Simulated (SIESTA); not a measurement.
Crystal: Ru.

```
CELL_PARAMETERS angstrom
2.70580 0.00000 0.00000
-1.35290 2.34329 0.00000
0.00000 0.00000 4.28190
ATOMIC_POSITIONS crystal
Ru 0.66667 0.33333 0.75000
Ru 0.33333 0.66667 0.25000
```

Base run:

* Program: SIESTA 5.4.2
* Functional: RPBE
* Potentials or basis: PseudoDojo 0.4 standard (PBE files)
* Basis: DZP (energy shift 0.002 Ry)
* Grid cutoff: 800 Ry
* Energy shift: 0.002 Ry
* k mesh: 11 × 11 × 6
* Occupations: fermi-dirac, width 0.05 eV
* Spin: no spin polarisation

Its results: band gap on the k mesh none (metal or under the smearing width); pressure 9.5 GPa.

Q: After a change of settings the same cell gave: band gap on the k mesh none (metal or under the smearing width); pressure -3.6 GPa. Which change was it?
A. functional from RPBE to PBE; potentials or basis from PseudoDojo 0.4 standard (PBE files) to SPMS 1.0 NC or PseudoDojo by element (PBE files)
B. functional from RPBE to vdW-DF-cx
C. functional from RPBE to PBE; potentials or basis from PseudoDojo 0.4 standard (PBE files) to PseudoDojo 0.4 stringent (PBE files)
D. functional from RPBE to PW86PBE

A: B.

Caveats: semicore shells carry a single zeta, which can move pressures by several GPa and volumes by a few percent; the potentials were made for another functional, which shifts forces and pressure; the basis of atomic orbitals isn't converged, which shifts pressures, moduli and gaps.

Not every run made on this cell is shown here.
